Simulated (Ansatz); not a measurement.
**Structure relaxation of Fe**

Theory: DFT PBEsol, scalar-relativistic, plane waves, PAW (Ansatz 0.2.0). Cutoff 420 eV, Γ-centred k mesh, Gaussian smearing, collinear spin, first started from parallel moments.

Fe was placed on the beta-tin structure type (I4_1/amd, No. 141), at a guessed volume.

```
Fe
1.0
    -2.22670    2.22670    1.21470
     2.22670   -2.22670    1.21470
     2.22670    2.22670   -1.21470
Fe
2
Direct
  0.00000 0.00000 0.00000
  0.75000 0.25000 0.50000
```

Cell and atoms relax at zero pressure; the relaxation can't lower the symmetry of the start.

Energies count from the standard state of Fe at the same level.

(1) Which crystal results?

(2) What are its volume, energy, gap and moment?

Results:

(1) It keeps I4_1/amd (No. 141). The result has the beta-tin structure. Conventional cell: a = 4.452 Å, c = 2.396 Å. Fe is coordinated by 6 Fe at 2.31–2.40 Å.

```xyz
2
Lattice="-2.2260 2.2260 1.1979 2.2260 -2.2260 1.1979 2.2260 2.2260 -1.1979" Properties=species:S:1:pos:R:3 pbc="T T T"
Fe    0.0000    0.0000    0.0000
Fe    0.0000    2.2260    0.5990
```

(2) The volume per atom is 11.87 Å³ and the density is 7.81 g/cm³. The energy over the standard structure is 0.59 eV/atom and the gap on the 26×26×26 mesh is 0 eV (a metal). The net moment per atom is 2.20 μB. The largest site moment is 2.16 μB.

The final run used a 26×26×26 mesh on its 2-atom cell and 0.10 eV smearing. The k mesh leaves about 4 meV/atom of noise in metals. A structure relaxed within its symmetry needn't be a true minimum. The steps took roughly 11 core-minutes in all.